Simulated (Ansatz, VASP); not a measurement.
## Rh in VASP and in Ansatz

File INCAR:

```
  ALGO = Normal
  EDIFF = 1E-7
  ENCUT = 520
  GGA = PS
  ISIF = 2
  ISMEAR = -1
  LASPH = True
  LCHARG = False
  LREAL = False
  LWAVE = False
  NBANDS = 22
  NELM = 60
  PREC = Accurate
  SIGMA = 0.05
```

The input KPOINTS:

```
k-points
0
Gamma
  13 13 7
```

Contents of POSCAR:

```
Rh
1.0
    2.7157318845      0.0000000000      0.0000000000
   -1.3578659422      2.3518928018      0.0000000000
    0.0000000000      0.0000000000      4.3994856529
Rh
2
Direct
    0.3333333333      0.6666666667      0.2500000000
    0.6666666667      0.3333333333      0.7500000000
```

Input for Ansatz:

```yaml
crystal:
  lattice:
    - [2.7157318845, 0.0, 0.0]
    - [-1.3578659422, 2.3518928018, 0.0]
    - [0.0, 0.0, 4.3994856529]
  atoms:
    - { symbol: Rh, position: [0.3333333333, 0.6666666667, 0.25] }
    - { symbol: Rh, position: [0.6666666667, 0.3333333333, 0.75] }
kpoints:
  mp_grid: { grid: [13, 13, 7] }
scf:
  occupations: { method: fermi_dirac, width: 0.05 }
hamiltonian:
  xc: pbesol
  pseudopotentials: { kind: all_electron, lapw: { basis_error: 0.001 } }
output:
  forces: true
  stress: true
  eigenvalues: true
  populations: true
```

This isn't the form of Rh at room conditions, which is fcc.

Alike in both runs: task single point; functional PBEsol; k mesh 13 × 13 × 7; occupations fermi-dirac, width 0.05 eV; no spin polarisation.

|  | VASP | Ansatz |
| --- | --- | --- |
| version | VASP 6.6.1 | Ansatz 0.2.0 |
| potentials or method | VASP PAW PBE potentials, release 64 (Rh_pv) | all-electron LAPW, scalar-relativistic |
| plane-wave cutoff (eV) | 520 | see its input |

```csv
,VASP,Ansatz,Ansatz less VASP
pressure (GPa),-9.6,-9.6,+0.05
largest component of the traceless stress (GPa),0.70,0.72,+0.019
```

Ansatz ran all-electron here, so the differences hold the error of VASP's frozen core and of both bases.

Caveats: the PAW data sets were made with another functional, which shifts forces and pressure a little (VASP).
